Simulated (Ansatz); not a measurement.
Write the native input for Ansatz 0.2.0 that does the following.

* Task: band structure
* Functional: wPBEh
* Potentials or basis: Ansatz PAW
* Cutoff: 420 eV (not typed: the program's choice for these potentials)
* k mesh: 4 × 4 × 4
* Occupations: fermi-dirac, width 0.05 eV
* Spin: no spin polarisation
* Path: [["G", "X", "W", "K", "G", "L", "U", "W", "L", "K"], ["U", "X"]]
* Points for each segment of the path: 4

CdSe:

```xyz
2
Lattice="0.0000 3.0703 3.0703 3.0703 0.0000 3.0703 3.0703 3.0703 0.0000" Properties=species:S:1:pos:R:3 pbc="T T T"
Cd    0.0000    0.0000    0.0000
Se    1.5351    1.5351    1.5351
```

Measurements of this composition are mostly on another form, of space group No. 186.

These files were run (other wordings do the same):

input.yaml

```yaml
crystal:
  lattice:
    - [0.0, 3.0702711986, 3.0702711986]
    - [3.0702711986, 0.0, 3.0702711986]
    - [3.0702711986, 3.0702711986, 0.0]
  atoms:
    - { symbol: Cd, position: [0.0, 0.0, 0.0] }
    - { symbol: Se, position: [0.25, 0.25, 0.25] }
hamiltonian:
  xc: wpbeh
  pseudopotentials: { kind: paw }
kpoints:
  mp_grid: { grid: [4, 4, 4] }
  band_path:
    path:
      - [[0.0, 0.0, 0.0], [0.5, 0.0, 0.5], [0.5, 0.25, 0.75], [0.375, 0.375, 0.75], [0.0, 0.0, 0.0], [0.5, 0.5, 0.5], [0.625, 0.25, 0.625], [0.5, 0.25, 0.75], [0.5, 0.5, 0.5], [0.375, 0.375, 0.75]]
      - [[0.625, 0.25, 0.625], [0.5, 0.0, 0.5]]
    npoints: 4
scf:
  occupations: { method: fermi_dirac, width: 0.05 }
  n_extra_bands: 6
output:
  forces: true
  stress: true
  eigenvalues: true
  fatbands: false
```

Potentials or basis: Ansatz PAW.

Command:

```bash
$ ansatz run input.yaml --threads 2 --pin off --max-ram 5632MiB --backend cpu --events-out ev --progress --plain --runs-dir out
```

Results of the run:

```json
{
  "Pressure": "0.3 GPa",
  "Band gap on the k mesh": "1.37 eV, direct",
  "Band gap along the path": "1.37 eV, direct"
}
```

Caveat: the k mesh is coarse (spacing up to 0.44 Å⁻¹), so the values aren't converged; the PAW data sets come from PBE, with cores solved anew for the run's functional, which leaves a small shift of forces and pressure; the thresholds are loose for stress.

Run time: 100 s on 2 threads of Arm Neoverse V2, with other jobs on the host, peak memory 0.8 GiB.
